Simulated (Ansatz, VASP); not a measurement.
# Two plane-wave programs on H

Contents of INCAR:

```
SYSTEM = H
  PREC = Accurate
  ENCUT = 600
  EDIFF = 1E-7
  ISMEAR = 0
  SIGMA = 0.02
  LREAL = .False.
  LASPH = .True.
  NELM = 60
  ALGO = Fast
  ISIF = 3
  LWAVE = .False.
  LCHARG = .False.
  GGA = PE
  IBRION = 2
  NSW = 100
  EDIFFG = -0.005
```

The input KPOINTS:

```
regular mesh
0
Gamma
  10 10 10
  0 0 0
```

Contents of POSCAR:

```
H
1.0
   -1.6915344700      1.6915344700      2.0584739900
    1.6915344700     -1.6915344700      2.0584739900
    1.6915344700      1.6915344700     -2.0584739900
H
2
Direct
    0.9098622900      0.9098622900      0.0000000000
    0.0901377100      0.0901377100      0.0000000000
```

Input for Ansatz:

```yaml
crystal:
  lattice:
    - [-1.69153447, 1.69153447, 2.05847399]
    - [1.69153447, -1.69153447, 2.05847399]
    - [1.69153447, 1.69153447, -2.05847399]
  atoms:
    - { symbol: H, position: [0.90986229, 0.90986229, 0.0] }
    - { symbol: H, position: [0.09013771, 0.09013771, 0.0] }
basis:
  ecutwfc: 420
kpoints:
  mp_grid: { grid: [10, 10, 10] }
hamiltonian:
  xc: pbe
scf:
  occupations: { method: gaussian, width: 0.02 }
output:
  forces: true
  stress: true
  eigenvalues: true
relax:
  adjacent_minimum: "off"
  f_tol: 0.005
  max_steps: 80
  cell: { stress_tol: 0.05 }
```

Alike in both runs: task relaxation of cell and atoms; functional PBE; k mesh 10 × 10 × 10; occupations gaussian, width 0.02 eV; no spin polarisation.

|  | VASP | Ansatz |
| --- | --- | --- |
| version | VASP 6.6.1 | Ansatz 0.2.0 |
| potentials or method | VASP PAW PBE potentials, release 64 (H) | scalar-relativistic, plane waves, PAW |
| plane-wave cutoff (eV) | 600 | 420 |
| valence electrons in the cell | 2 | 2 |

```tsv
	VASP	Ansatz	Ansatz less VASP
gap on the k mesh at the Fermi level, each at its own relaxed structure (eV)	9.07	9.27	+0.202
relaxed volume (Å³/atom)	13.48	15.73	+2.251
relaxed cell length with the largest relative difference (Å)	3.301	3.479	+0.1784
energy change over the relaxation (meV/atom)	-2	-4	-2.0
```

One of these differences is far larger than is usual between the two programs; its cause wasn't traced.

A k mesh can miss the band edges. Expect the measured gap to be larger: semilocal functionals such as PBE lack the derivative discontinuity.
